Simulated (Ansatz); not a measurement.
Consider the formal exchange of groups at a C–C bond: `CCCC(=O)O` + `B[SiH](N)F` → `B[Si](C)(N)F` + `CCC(=O)O`.

Calculated with Ansatz (gas phase, PBE0-D4/def2-TZVP geometries, no zero-point term in ΔE). CBS: MP2 limit from def2 TZ/QZ plus the TZ coupled-cluster correction, frozen cores. Functionals use def2-TZVPP. B3LYP here is the variant with VWN-RPA as its local correlation; programs differ in this. Each species was taken in one conformer, which may not be the lowest.

Question: Is it downhill or uphill in electronic energy at CCSD(T)/CBS, and by how much? (Estimate.)

Answer: The calculation gave: Downhill: ΔE = -51.3 kJ/mol.

Question: What do these levels give: ωB97X-V, PBE0, B3LYP, CCSD(T)/def2-TZVPP, HF/CBS(def2), MP2/CBS(def2)? (An estimate is asked.)

Answer: The calculation gave: ωB97X-V -51.2, PBE0 -54.4, B3LYP -53.3, CCSD(T)/def2-TZVPP -50.1, HF/CBS(def2) -48.5, MP2/CBS(def2) -51.8 kJ/mol.

Largest T1 diagnostic among the species: 0.014.
